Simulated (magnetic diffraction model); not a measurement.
**Moment size from magnetic intensity in Yb3Ho**

Space group Pm-3m (no. 221), a = 5.1600 Å.

```csv
site,atom,x,y,z
3c,Yb,1/2,0,1/2
1a,Ho,0,0,0
```

The compound is invented for this exercise: a known structure type with other elements, its cell scaled to their sizes and not relaxed.

Only Yb and Ho are taken to order (form factors of Yb3+ and Ho3+); orders and moment sizes are assumed, and not adapted to the symmetry. Radiation: neutrons of λ = 1.8 Å, 2° to 100°; isotropic B of 0.07 Å² (Yb) and 0.11 Å² (Ho). Simulated constant-wavelength pattern: nuclear and magnetic terms add, the magnetic one as |2.695 fm × Σ f S⊥ exp(2πi Q·r) exp(−B s²)|², summed over all Q at one angle with the factor 1/(sin²θ cos θ). For a modulated order the moment at position r is S exp(−2πi k·r) + c.c., with S = m/2 for a sine wave of amplitude m and S = m(u + iv)/2 for moments turning in a plane, u and v being orthogonal unit vectors in it; the phase factor of the sum at Q = H + k is then exp(2πi H·r). Free-ion form factors, Sears's scattering lengths of 1992, no absorption; a label names one of the reflections at its angle. The strongest nuclear line in the range is 100, and lines under 0.2 are left out.

In a first state the assumed order is k = (0 1/5 0), a sine wave with moments along [001] (amplitudes given), 3.8 μB on Yb and 7.2 μB on Ho; signs + at (1/2, 0, 1/2), − at (1/2, 1/2, 0), + at (0, 1/2, 1/2), − at (0, 0, 0), with this pattern:

```tsv
2θ (°)	index	nuclear	magnetic
4.00	(0 1/5 0)	0.0	18.3
16.04	(0 4/5 0)	0.0	1.1
20.09	(1 0 0)	2.1	0.0
20.49	(1 1/5 0)	0.0	2.8
24.16	(0 6/5 0)	0.0	0.5
25.81	(1 4/5 0)	0.0	24.9
28.56	(1 1 0)	2.1	0.0
28.85	(1 1/5 1)	0.0	0.6
31.62	(1 6/5 0)	0.0	16.1
32.93	(1 4/5 1)	0.0	0.6
35.17	(1 1 1)	100.0	0.0
37.75	(1 6/5 1)	0.0	0.5
40.83	(2 0 0)	57.1	0.0
41.05	(2 1/5 0)	0.0	0.3
42.10	(1 9/5 0)	0.0	6.6
44.14	(2 4/5 0)	0.0	0.2
```
(The table stops after 16 lines; 42 more lie at higher angle.)

**Question.** Nearer the ordering temperature the line at 25.81° has total intensity 6.2 on the same scale, and all moments have shrunk alike. How large is the Yb moment?

The nuclear part, 0.0, stays, so the magnetic part is 6.2 against 24.9. It goes as m², so m = 3.8 × √(6.2/24.9) = 1.90 μB; the value used was 1.9 μB.

[Logs are printed without paths, hosts, clocks, repeated set-up lines and the standing remarks that a program may print on its own settings, such as how far it seeks lower states.]
